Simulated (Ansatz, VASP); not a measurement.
## Ru in VASP and in Ansatz

The input INCAR:

```
SYSTEM = Ru
PREC     = Accurate       ! precision mode
ENCUT    = 520            ! plane-wave cutoff, eV
EDIFF    = 1E-7           ! SCF threshold, eV
ISMEAR   = -1             ! smearing method
SIGMA    = 0.1            ! smearing width, eV
LREAL    = .FALSE.        ! projectors in reciprocal space
LASPH    = .TRUE.         ! aspherical terms in the spheres
NELM     = 80             ! most SCF steps
ALGO     = Normal         ! electronic algorithm
ISIF     = 2              ! what is computed and relaxed
LWAVE    = .FALSE.        ! write WAVECAR
LCHARG   = .TRUE.         ! write CHGCAR
GGA      = PE             ! functional
LELF     = .TRUE.         ! ELF
LVHAR    = .TRUE.       
NBANDS   = 13             ! bands
```

Contents of KPOINTS:

```
regular mesh
0
G
  18 18 18
  0 0 0
```

POSCAR

```
Ru
1.0
    0.0000000000      1.8318115013      1.8318115013
    1.8318115013      0.0000000000      1.8318115013
    1.8318115013      1.8318115013      0.0000000000
Ru
1
Direct
    0.0000000000      0.0000000000      0.0000000000
```

Input for Ansatz:

```yaml
crystal:
  lattice:
    - [0.0, 1.8318115013, 1.8318115013]
    - [1.8318115013, 0.0, 1.8318115013]
    - [1.8318115013, 1.8318115013, 0.0]
  atoms:
    - { symbol: Ru, position: [0.0, 0.0, 0.0] }
kpoints:
  mp_grid: { grid: [18, 18, 18] }
scf:
  occupations: { method: fermi_dirac, width: 0.1 }
hamiltonian:
  xc: pbe
  pseudopotentials: { kind: paw }
output:
  forces: true
  stress: true
  eigenvalues: true
  write_density: true
  write_potential: true
  elf: true
  volumetric_format: npy
```

Change from the starting cell: volume scaled by 0.888, to set the pressure.

Alike in both runs: task single point; functional PBE; k mesh 18 × 18 × 18; occupations fermi-dirac, width 0.1 eV; no spin polarisation.

|  | VASP | Ansatz |
| --- | --- | --- |
| version | VASP 6.6.1 | Ansatz 0.2.0 |
| potentials or method | VASP PAW PBE potentials, release 64 (Ru_pv) | PAW with Ansatz's default frozen-core files, scalar-relativistic |
| plane-wave cutoff (eV) | 520 | 420 |
| valence electrons in the cell | 14 | 16 |

|  | VASP | Ansatz | Ansatz less VASP |
| --- | --- | --- | --- |
| pressure (GPa) | 48.2 | 48.1 | -0.11 |

The two sets of potentials don't hold the same shells in valence.

Caveats: so large a pressure means that the cell lies far from this level's equilibrium, or that cutoff or potentials fall short (VASP).
